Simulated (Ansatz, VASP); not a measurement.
**BeS: VASP beside Ansatz**

```
Be S
1.0
     2.39477    2.39477    0.00000
    -2.39477    2.39477    0.00000
     0.00000    2.39477    2.43862
Be S
1 1
Direct
  0.00000 0.00000 0.00000
  0.75000 0.25000 0.50000
```

Change from the starting cell: film at in-plane strain -0.01.

Alike in both runs: task single point; functional PBEsol; k mesh 8 × 8 × 8; no spin polarisation.

|  | VASP | Ansatz |
| --- | --- | --- |
| version | VASP 6.6.1 | Ansatz 0.2.0 |
| potentials or method | VASP PAW PBE potentials, release 64 (Be, S), cutoff 520 eV | all-electron LAPW, scalar-relativistic |
| occupations | gaussian, width 0.01 eV | fixed |

Ansatz gave:

* gap on the k mesh at the Fermi level (eV): 2.80
* pressure (GPa): 1.1
* largest component of the traceless stress (GPa): 1.20

Q: Estimate VASP's values.

A: gap on the k mesh at the Fermi level (eV): 2.80; pressure (GPa): 1.4; largest component of the traceless stress (GPa): 1.19.

Ansatz ran all-electron here, so the differences hold the error of VASP's frozen core and of both bases.

Caveats: the PAW data sets were made with another functional, which shifts forces and pressure a little (VASP). A k mesh can miss the band edges.
